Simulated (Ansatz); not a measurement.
Density of states of ZnSe (F-43m, a = 5.633 Å, b = 5.633 Å, c = 5.633 Å, α = 90.00°, β = 90.00°, γ = 90.00°), in states per eV and primitive cell, averaged over bins of 0.5 eV. Method: DFT PBEsol, scalar-relativistic, plane waves, PAW (Ansatz 0.2.0).

Plane waves to 420 eV, a k mesh through Γ of 8×8×8 on the computed 2-atom cell and Gaussian smearing (0.02 eV); no spin polarisation.

The cell is relaxed at this level. The states (both spins) are summed by tetrahedra on a 12×12×12 mesh at the self-consistent density. Energies are bin centres; the table starts no lower than −8 eV and ends at 6 eV, or lower where the solved bands end.

The gap is 1.24 eV at this level, with the zero inside it.

```
E − E_F (eV) total Zn 3d Se 4p Zn 4s Se 4s
       -7.10  13.11  12.18   0.81   0.10   0.00
       -6.60   6.89   6.71   0.06   0.05   0.06
       -6.10   0.03   0.00   0.02   0.01   0.00
       -5.60   1.50   0.13   0.91   0.43   0.03
       -5.10   1.13   0.15   0.63   0.28   0.05
       -4.60   0.51   0.08   0.29   0.10   0.04
       -4.10   0.32   0.04   0.18   0.06   0.03
       -3.60   1.20   0.09   0.99   0.05   0.02
       -3.10   1.41   0.09   1.19   0.05   0.02
       -2.60   1.83   0.11   1.60   0.04   0.02
       -2.10   1.74   0.10   1.53   0.02   0.01
       -1.60   1.56   0.10   1.38   0.01   0.01
       -1.10   0.67   0.05   0.60   0.00   0.00
       -0.60   0.09   0.01   0.08   0.00   0.00
       -0.10   0.00   0.00   0.00   0.00   0.00
        0.40   0.00   0.00   0.00   0.00   0.00
        0.90   0.00   0.00   0.00   0.00   0.00
        1.40   0.03   0.00   0.01   0.01   0.01
        1.90   0.11   0.00   0.02   0.06   0.02
        2.40   0.61   0.00   0.11   0.25   0.05
        2.90   1.32   0.00   0.24   0.43   0.05
        3.40   1.65   0.01   0.34   0.56   0.05
        3.90   0.93   0.00   0.18   0.26   0.01
        4.40   0.72   0.00   0.10   0.14   0.01
        4.90   1.56   0.00   0.16   0.19   0.01
        5.40   1.19   0.00   0.08   0.09   0.00
```

The columns after the total are the Löwdin projections on the occupied valence shells of the potentials. The rest of the total lies in shells that are empty in the free atom, which aren't projected, and between the atoms.

Cost: 1 run of about 0.41 core-minutes, on Arm Neoverse V2 (shared hosts).